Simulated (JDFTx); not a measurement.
Al under changes of volume

One of the cells (16.603 Å³/atom); the others are scaled copies at fixed shape and fractional positions:

```
Al
1.0
     0.00000    2.02481    2.02481
     2.02481    0.00000    2.02481
     2.02481    2.02481    0.00000
Al
1
Direct
  0.00000 0.00000 0.00000
```

* Program: JDFTx 1.7.0 (patched build)
* Functional: PBEsol
* Potentials or basis: PseudoDojo-SR-PBEsol-0.4.1-standard with smoothed tails
* Cutoff: 544 eV
* Density cutoff: 2177 eV
* k mesh: 11 × 11 × 11
* Occupations: fermi-dirac, width 0.05 eV
* Spin: no spin polarisation

```csv
volume (Å³/atom),energy over the lowest point (meV/atom),pressure (GPa)
15.607,5.51,3.3
15.939,0.82,1.3
16.271,0.00,-0.5
16.603,2.65,-2.1
16.935,8.42,-3.5
17.267,?,?
17.599,27.99,-5.9
```

Q: What does the run at 17.267 Å³/atom give?

A: Energy over the lowest point 16.97 meV/atom; pressure -4.7 GPa.

Worked out: A Birch-Murnaghan fit of order 3 (a polynomial in V^(-2/3)) to the other rows has its minimum at 16.18 Å³/atom with B0 = V·E''(V) = 84 GPa and B' = 4.4. It gives 16.96 meV/atom at 17.267 Å³/atom, against the run's 16.97, and -dE/dV = -4.7 GPa, against -4.7.

Energies are extrapolated to zero smearing.
